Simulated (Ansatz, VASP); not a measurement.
## Two plane-wave programs on CuO2

Contents of INCAR:

```
SYSTEM = CuO2
  PREC = Accurate
  ENCUT = 520
  EDIFF = 1E-6
  ISMEAR = 0
  SIGMA = 0.1
  LREAL = .False.
  LASPH = .True.
  NELM = 150
  ALGO = Normal
  ISIF = 2
  LWAVE = .False.
  LCHARG = .False.
  ISPIN = 2
  MAGMOM = 0 0 0.38 0.38 0 0
  LORBIT = 11
  LMAXMIX = 4
  GGA = PS
  NBANDS = 36
```

KPOINTS

```
regular mesh
0
Gamma
  4 4 2
  0 0 0
```

Contents of POSCAR:

```
CuO2
1.0
    1.4126150000     -5.2107470000      0.0000000000
    1.4126150000      5.2107470000      0.0000000000
    0.0000000000      0.0000000000      4.3434240000
Cu O
2 4
Direct
    0.8327470000      0.1672530000      0.2500000000
    0.1672530000      0.8327470000      0.7500000000
    0.4485140000      0.5514860000      0.2500000000
    0.5514860000      0.4485140000      0.7500000000
    0.2110300000      0.7889700000      0.2500000000
    0.7889700000      0.2110300000      0.7500000000
```

Input for Ansatz:

```yaml
crystal:
  lattice:
    - [1.412615, -5.210747, 0.0]
    - [1.412615, 5.210747, 0.0]
    - [0.0, 0.0, 4.343424]
  atoms:
    - { symbol: Cu, position: [0.832747, 0.167253, 0.25] }
    - { symbol: Cu, position: [0.167253, 0.832747, 0.75] }
    - { symbol: O, position: [0.448514, 0.551486, 0.25], spin: 0.38 }
    - { symbol: O, position: [0.551486, 0.448514, 0.75], spin: 0.38 }
    - { symbol: O, position: [0.21103, 0.78897, 0.25] }
    - { symbol: O, position: [0.78897, 0.21103, 0.75] }
basis:
  ecutwfc: 420
kpoints:
  mp_grid: { grid: [4, 4, 2] }
hamiltonian:
  xc: pbesol
scf:
  occupations: { method: gaussian, width: 0.1 }
output:
  forces: true
  stress: true
  eigenvalues: true
  populations: true
magnetization:
  spin_polarized: true
```

Alike in both runs: task single point; functional PBEsol; k mesh 4 × 4 × 2; occupations gaussian, width 0.1 eV; collinear spin.

|  | VASP | Ansatz |
| --- | --- | --- |
| version | VASP 6.6.1 | Ansatz 0.2.0 |
| potentials or method | VASP PAW PBE potentials, release 64 (Cu, O) | scalar-relativistic, plane waves, PAW |
| plane-wave cutoff (eV) | 520 | 420 |
| valence electrons in the cell | 46 | 62 |

```csv
,VASP,Ansatz,Ansatz less VASP
gap on the k mesh at the Fermi level (eV),none,none,-
pressure (GPa),-8.1,-8.7,-0.65
largest component of the traceless stress (GPa),0.56,1.48,+0.926
rms of the force components (eV/Å),0.114,0.150,+0.0367
net moment per atom (μB),0.00,0.16,+0.157
size of the moment on the site where the two differ most (μB),0.00,0.23,+0.228
```

The net moments differ so much that the two runs ended in different magnetic states, which moves the other rows too. Site moments also hang on the region over which each program counts them. Atom by atom the forces differ by 0.065 eV/Å (rms over components). A gap of «none» marks a metal or a gap that the smearing closes. The two sets of potentials don't hold the same shells in valence.

Caveats: the k mesh is coarse (spacing up to 0.72 Å⁻¹), so the values aren't converged; the PAW data sets were made with another functional, which shifts forces and pressure a little (VASP); semilocal functionals often make such compounds metallic where correlation or magnetic order opens a gap, which also shifts bond lengths.
